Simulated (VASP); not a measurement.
# PbS (P-6m2) in VASP: a series of runs

One crystal, PbS, is run at these levels: PBE; tasks: single point.

All numbers are computed with VASP 6.6.1; they aren't measurements. Logs are shortened: lines on timing, memory, paths and dates and some standing lists are left out, and cuts for length are marked.

**1. Starting point**

Symmetry: P-6m2, No. 187, hexagonal system. The conventional cell has a = 4.090 Å, b = 4.090 Å, c = 3.788 Å, α = 90.00°, β = 90.00°, γ = 120.00°. Pb (site symmetry -6m2) is surrounded by 6 S at 3.03 Å. S (site symmetry -6m2) is surrounded by 6 Pb at 3.03 Å.

Measurements of this composition are mostly on another form, of space group No. 225.

**2. Single point, PBE**

File INCAR:

```
SYSTEM = PbS
PREC = Accurate
ENCUT = 300
EDIFF = 1E-6
ISMEAR = 0
SIGMA = 0.05
LREAL = .FALSE.
LASPH = .TRUE.
NELM = 100
ALGO = Normal
ISIF = 2
LWAVE = .FALSE.
LCHARG = .FALSE.
GGA = PE
NBANDS = 12
ADDGRID = .FALSE.
```

File KPOINTS:

```
Automatic mesh
0
G
  6 6 5
  0 0 0
```

File POSCAR:

```
PbS
1.0
    4.0896976867      0.0000000000      0.0000000000
   -2.0448488433      3.5417820905      0.0000000000
    0.0000000000      0.0000000000      3.7881670000
Pb S
1 1
Direct
    0.0000000000      0.0000000000      0.0000000000
    0.6666666667      0.3333333333      0.5000000000
```

Potentials or basis: VASP PAW PBE potentials, release 64 (Pb, S).

Launch:

```
> cat potpaw_PBE.64/Pb/POTCAR potpaw_PBE.64/S/POTCAR > POTCAR
> mpirun -np 1 vasp_std > vasp.out
```

OUTCAR:

```text
SYSTEM = PbS
   PREC = Accurate
   ENCUT = 300
   EDIFF = 1E-6
   ISMEAR = 0
   LREAL = .FALSE.
   LASPH = .TRUE.
   NELM = 100
   ISIF = 2
   GGA = PE

 Found     21 irreducible k-points:

 Following reciprocal coordinates:
            Coordinates               Weight
  0.000000  0.000000  0.000000      1.000000
  0.166667  0.000000  0.000000      6.000000
  0.333333 -0.000000  0.000000      6.000000
  0.500000  0.000000  0.000000      3.000000
  0.166667  0.166667  0.000000      6.000000
  0.333333  0.166667  0.000000     12.000000
   k-points           NKPTS =     21   k-points in BZ     NKDIM =     21   number of bands    NBANDS=     12
   number of dos      NEDOS =    301   number of ions     NIONS =      2
   total plane-waves  NPLWV =  13824
   dimension x,y,z NGX =    24 NGY =   24 NGZ =   24
   dimension x,y,z NGXF=    48 NGYF=   48 NGZF=   48
   ions per type =               1   1
   NGX,Y,Z   is equivalent  to a cutoff of   9.76,  9.76, 10.53 a.u.
   NGXF,Y,Z  is equivalent  to a cutoff of  19.51, 19.51, 21.07 a.u.
 SYSTEM =  PbS
   PREC   = accura    normal or accurate (medium, high low for compatibility)
   ISTART =      0    job   : 0-new  1-cont  2-samecut
   ICHARG =      2    charge: 1-file 2-atom 10-const
   ISPIN  =      1    spin polarized calculation?
   LNONCOLLINEAR =      F non collinear calculations
   LSORBIT =      F    spin-orbit coupling
   LASPH  =      T    aspherical Exc in radial PAW
   ENCUT  =  300.0 eV  22.05 Ry    4.70 a.u.   5.78  5.78  5.35*2*pi/ulx,y,z
   NELM   =    100;   NELMIN=  2; NELMDL= -5     # of ELM steps
   EDIFF  = 0.1E-05   stopping-criterion for ELM
   LREAL  =      F    real-space projection
   EDIFFG = 0.1E-04   stopping-criterion for IOM
   NSW    =      0    number of steps for IOM
   IBRION =     -1    ionic relax: 0-MD 1-quasi-New 2-CG
   NFREE  =      0    steps in history (QN), initial steepest desc. (CG)
   ISIF   =      2    stress and relaxation
   ISYM   =      2    0-nonsym 1-usesym 2-fastsym
   POTIM  = 0.5000    time-step for ionic-motion
   TEBEG  =    0.0;   TEEND  =   0.0 temperature during run
   PSTRESS=    0.0 pullay stress
   NELECT =      10.0000    total number of electrons
   NUPDOWN=      -1.0000    fix difference up-down
   EMIN   =  10.00;   EMAX   =-10.00  energy-range for DOS
   EFERMI =   0.00;   METHOD = LEGACY
   ISMEAR =     0;   SIGMA  =   0.05  broadening in eV -4-tet -1-fermi 0-gaus
   EFERMI_NEDOS =   21; number of points for ismear=-14 and -15
   IALGO  =     38    algorithm
   IMIX   =      4    mixing-type and parameters
     AMIX     =   0.40;   BMIX     =  1.00
     AMIX_MAG =   1.60;   BMIX_MAG =  1.00
  volume/ion in A,a.u.               =      27.44       185.14
  Fermi-wavevector in a.u.,A,eV,Ry     =   0.928170  1.753987 11.721408  0.861499
  Thomas-Fermi vector in A             =   2.054318
   LORBIT       =      0    0 simple, 1 ext, 2 COOP (PROOUT), +10 PAW based schemes
   GGA     = PE    functional components
   LHFCALC =     F    Hartree Fock is set to
   AEXX    =    0.0000 exact exchange contribution
   IVDW    =     0    specifies the selected vdW correction
   LEPSILON=     F    determine dielectric tensor
   LRPA    =     F    only Hartree local field effects (RPA)
 non-spin polarized calculation
 Gauss-broadening in eV      SIGMA  =   0.05
  energy-cutoff  :      300.00
  volume of cell :       54.87
 maximum number of plane-waves:       654
 NGX is ok and might be reduce to    24
   NGX = 11   NGY = 11   NGZ = 11

 number of electron      10.0000000 magnetization

 number of electron       9.9999994 magnetization

 Free energy of the ion-electron system (eV)
  ---------------------------------------------------
  ext. energy  EPLUGINS =         0.00000000
  ---------------------------------------------------
  free energy    TOTEN  =        -8.56024907 eV

  energy without entropy =       -8.55953796  energy(sigma->0) =       -8.55989351

 E-fermi :   4.0265     XC(G=0):  -9.3482

 val. band max:        4.0143185651   @ k =   0.3333   0.3333   0.0000
 cond. band min:       4.0585660992   @ k =   0.3333   0.3333   0.4000
 fundamental gap:      0.0442475342
 Fermi energy:         4.0265310341

 k-point     1 :       0.0000    0.0000    0.0000
  band No.  band energies     occupation
      1      -9.2568      2.00000
      2      -2.5655      2.00000
      3       1.7459      2.00000
      4       2.2145      2.00000
      5       2.2145      2.00000
      6       7.3561      0.00000
      7       7.3561      0.00000
      8       9.1666      0.00000
      9      10.3965      0.00000
     10      10.9378      0.00000
     11      14.8207      0.00000
     12      14.8207      0.00000

 k-point     2 :       0.1667    0.0000    0.0000
  band No.  band energies     occupation
      1      -9.0517      2.00000
      2      -3.0283      2.00000
      3       1.9121      2.00000
      4       1.9501      2.00000
      5       2.2493      2.00000
      6       6.4463      0.00000
      7       7.8897      0.00000
      8       9.5996      0.00000
      9       9.6424      0.00000
     10      12.4888      0.00000
     11      13.8396      0.00000
     12      14.4684      0.00000
[... 31 lines left out ...]
 k-point     5 :       0.1667    0.1667    0.0000
  band No.  band energies     occupation
      1      -8.6895      2.00000
      2      -3.7243      2.00000
      3       1.1107      2.00000
      4       2.2959      2.00000
      5       2.6964      2.00000
      6       5.9695      0.00000
      7       8.2698      0.00000
      8       8.7327      0.00000
      9      10.0313      0.00000
     10      12.5474      0.00000
     11      14.1592      0.00000
     12      14.3654      0.00000

 k-point     6 :       0.3333    0.1667    0.0000
  band No.  band energies     occupation
      1      -8.2185      2.00000
      2      -4.4772      2.00000
      3       0.3652      2.00000
      4       2.7110      2.00000
      5       3.1823      2.00000
      6       5.8080      0.00000
      7       7.9146      0.00000
      8       8.1437      0.00000
      9      10.3871      0.00000
     10      12.8506      0.00000
     11      13.3623      0.00000
     12      15.1067      0.00000

 [... further k-points ...]

------------------------ aborting loop because EDIFF is reached ----------------------------------------

  FORCE on cell =-STRESS in cart. coord.  units (eV):
  Direction    XX          YY          ZZ          XY          YZ          ZX
  --------------------------------------------------------------------------------------
  -------------------------------------------------------------------------------------
  Total       -0.2053787     -0.2053787     -0.1520513     -0.0000000     -0.0000000     -0.0000000
  in kB       -5.9968577     -5.9968577     -4.4397492     -0.0000000     -0.0000000     -0.0000000
  external PRESSURE =      -5.4778216 kB  Pullay stress =       0.0000000 kB

 VOLUME and BASIS-vectors are now :
 -----------------------------------------------------------------------------
  energy-cutoff  :      300.00
  volume of cell :       54.87
      direct lattice vectors                 reciprocal lattice vectors
     4.089697687  0.000000000  0.000000000     0.244516851  0.141171870  0.000000000
    -2.044848843  3.541782090  0.000000000     0.000000000  0.282343740  0.000000000
     0.000000000  0.000000000  3.788167000     0.000000000  0.000000000  0.263979914

 POSITION                                       TOTAL-FORCE (eV/Angst)
 -----------------------------------------------------------------------------------
      0.00000      0.00000      0.00000         0.000000      0.000000      0.000000
      2.04485      1.18059      1.89408         0.000000      0.000000      0.000000
 -----------------------------------------------------------------------------------
    total drift:                               -0.000000      0.000000      0.000000

  FREE ENERGIE OF THE ION-ELECTRON SYSTEM (eV)
  ---------------------------------------------------
  free  energy   TOTEN  =        -8.5602490680 eV

  energy  without entropy=       -8.5595379615  energy(sigma->0) =       -8.55989351
```

stdout:

```text
POSCAR found type information on POSCAR PbS
 POSCAR found :  2 types and       2 ions
 scaLAPACK will be used
 LDA part: xc-table for (Slater+PW92), standard interpolation
 POSCAR, INCAR and KPOINTS ok, starting setup
 FFT: planning ... GRIDC
 FFT: planning ... GRID_SOFT
 FFT: planning ... GRID
 WAVECAR not read
 entering main loop
```

Run time: 3.5 s. Hardware: 1 thread of Intel Xeon 6975P-C (Granite Rapids), shared host; peak memory 0.14 GiB.

These settings aren't checked as converged: the numbers below hold their error.

What came out:

* Free energy: -8.5602 eV
* Pressure: -0.5 GPa
* Band gap on the k mesh: 0.04 eV, indirect (least direct gap 1.73 eV)

Caveat: the cutoff is under 1.25 times the usual one of these potentials, so pressure, stress and relaxed cells hold a basis-set (Pulay) error; spin-orbit coupling is left out, which as a rule narrows the gap of such compounds by several tenths of an eV; an odd mesh through Γ misses points on the zone boundary, where band edges often lie.

[end of part 1 of 2]
